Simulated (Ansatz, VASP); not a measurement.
**MnS in VASP and in Ansatz**

Contents of INCAR:

```
SYSTEM = MnS
PREC = Accurate ; ENCUT = 520
EDIFF = 1E-7 ; ISMEAR = -1
SIGMA = 0.05 ; LREAL = .FALSE.
LASPH = .TRUE. ; NELM = 150
ALGO = Normal ; ISIF = 2
LWAVE = .FALSE. ; LCHARG = .TRUE.
ISPIN = 2 ; MAGMOM = 4 0
LORBIT = 11 ; LMAXMIX = 4
LELF = .TRUE. ; LVHAR = .TRUE.
NBANDS = 20
```

Contents of KPOINTS:

```
regular mesh
0
G
  9 9 9
  0 0 0
```

File POSCAR:

```
MnS
1.0
    0.0000000000      2.6387736672      2.6387736672
    2.6387736672      0.0000000000      2.6387736672
    2.6387736672      2.6387736672      0.0000000000
Mn S
1 1
Direct
    0.0000000000      0.0000000000      0.0000000000
    0.5000000000      0.5000000000      0.5000000000
```

Contents of input.yaml:

```yaml
crystal:
  lattice:
    - [0.0, 2.6387736672, 2.6387736672]
    - [2.6387736672, 0.0, 2.6387736672]
    - [2.6387736672, 2.6387736672, 0.0]
  atoms:
    - { symbol: Mn, position: [0.0, 0.0, 0.0], spin: 4.0 }
    - { symbol: S, position: [0.5, 0.5, 0.5] }
kpoints:
  mp_grid: { grid: [9, 9, 9] }
scf:
  occupations: { method: fermi_dirac, width: 0.05 }
hamiltonian:
  xc: lda
  pseudopotentials: { kind: all_electron, lapw: { basis_error: 0.001 } }
magnetization:
  spin_polarized: true
output:
  forces: true
  stress: true
  eigenvalues: true
```

Change from the starting cell: volume scaled by 1.04.

Alike in both runs: task single point; functional LDA; k mesh 9 × 9 × 9; occupations fermi-dirac, width 0.05 eV; collinear spin.

|  | VASP | Ansatz |
| --- | --- | --- |
| version | VASP 6.6.1 | Ansatz 0.2.0 |
| potentials or method | VASP PAW LDA potentials, release 64 (Mn_pv, S) | all-electron LAPW, scalar-relativistic |
| plane-wave cutoff (eV) | 520 | see its input |

Ansatz gave:

```
gap on the k mesh at the Fermi level (eV)                     : none
pressure (GPa)                                                : -12.6
net moment per atom (μB)                                      : 2.34
size of the moment on the site where the two differ most (μB) : 4.39
```

Question: Estimate VASP's values.

Answer: gap on the k mesh at the Fermi level (eV): none; pressure (GPa): -13.2; net moment per atom (μB): 2.31; size of the moment on the site where the two differ most (μB): 4.16.

Site moments also hang on the region over which each program counts them. A gap of «none» marks a metal or a gap that the smearing closes. Ansatz ran all-electron here, so the differences hold the error of VASP's frozen core and of both bases.

Caveats: a cell with one magnetic atom can't hold antiferromagnetic order, which such compounds often take; semilocal functionals often make such compounds metallic where correlation or magnetic order opens a gap, which also shifts bond lengths.
